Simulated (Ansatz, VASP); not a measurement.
BaS in VASP and in Ansatz

Contents of INCAR:

```
PREC = Accurate
ENCUT = 520
EDIFF = 1E-6
ISMEAR = 0
SIGMA = 0.02
LREAL = False
LASPH = True
NELM = 60
ALGO = Normal
ISIF = 2
LWAVE = False
LCHARG = False
GGA = PE
NBANDS = 15
```

File KPOINTS:

```
Automatic mesh
0
Gamma
  8 8 8
```

File POSCAR:

```
BaS
1.0
    0.0000000000      3.0803009840      3.0803009840
    3.0803009840      0.0000000000      3.0803009840
    3.0803009840      3.0803009840      0.0000000000
Ba S
1 1
Direct
    0.0000000000      0.0000000000      0.0000000000
    0.5000000000      0.5000000000      0.5000000000
```

Input for Ansatz:

```yaml
crystal:
  lattice:
    - [0.0, 3.0803009838, 3.0803009838]
    - [3.0803009838, 0.0, 3.0803009838]
    - [3.0803009838, 3.0803009838, 0.0]
  atoms:
    - { symbol: Ba, position: [0.0, 0.0, 0.0] }
    - { symbol: S, position: [0.5, 0.5, 0.5] }
basis:
  ecutwfc: 420
kpoints:
  mp_grid: { grid: [8, 8, 8] }
hamiltonian:
  xc: pbe
scf:
  occupations: { method: gaussian, width: 0.02 }
output:
  forces: true
  stress: true
  eigenvalues: true
  write_density: true
  write_potential: true
  elf: true
  volumetric_format: npy
```

Alike in both runs: task single point; functional PBE; k mesh 8 × 8 × 8; occupations gaussian, width 0.02 eV; no spin polarisation.

```csv
,VASP,Ansatz
version,VASP 6.6.1,Ansatz 0.2.0
potentials or method,"VASP PAW PBE potentials, release 64 (Ba_sv, S)","scalar-relativistic, plane waves, PAW"
plane-wave cutoff (eV),520,420
valence electrons in the cell,16,16
```

```csv
,VASP,Ansatz,Ansatz less VASP
gap on the k mesh at the Fermi level (eV),1.89,2.01,+0.126
least direct gap on the mesh (eV),1.95,2.03,+0.084
pressure (GPa),8.0,7.1,-0.89
```

Caveats: spin-orbit coupling is left out, which moves the levels of the heavy elements. A k mesh can miss the band edges. As with any semilocal functional, this PBE gap is likely too small.
